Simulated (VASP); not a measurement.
# NaH: single point with LDA

The system is NaH.

```
Na H
1.0
     0.00000    2.44000    2.44000
     2.44000    0.00000    2.44000
     2.44000    2.44000    0.00000
Na H
1 1
Direct
  0.00000 0.00000 0.00000
  0.50000 0.50000 0.50000
```

- Program: VASP 6.6.1
- Task: single point
- Functional: LDA
- Potentials or basis: VASP PAW LDA potentials, release 64 (Na_pv, H)
- Cutoff: 520 eV
- k mesh: 6 × 6 × 6
- Occupations: gaussian, width 0.1 eV
- Spin: no spin polarisation
- Dipole correction: no
- Further INCAR settings: ALGO = Fast; EDIFF = 1e-06; NBANDS = 11

```
Pressure               : -2.7 GPa
Band gap on the k mesh : 3.41 eV, indirect (least direct gap 4.26 eV)
```

Levels at points of the mesh, in eV from the valence-band top:
| k point | band 2 | band 3 | band 4 | band 5 | band 6 | band 7 |
| --- | --- | --- | --- | --- | --- | --- |
| (0.00, 0.00, 0.00) | -22.18 | -22.18 | -3.66 | 10.18 | 15.03 | 15.03 |
| (0.50, 0.00, 0.00) | -22.19 | -22.19 | -0.85 | 3.41 | 10.43 | 12.94 |
| (0.50, 0.50, 0.00) | -22.21 | -22.21 | -0.14 | 4.29 | 9.61 | 10.20 |

It took 6.2 s on 1 thread of Intel(R) Xeon(R) Platinum 8488C (Sapphire Rapids), on a shared host, peak memory 0.13 GiB.

A k mesh can miss the band edges. Expect the measured gap to be larger: semilocal functionals such as LDA lack the derivative discontinuity.
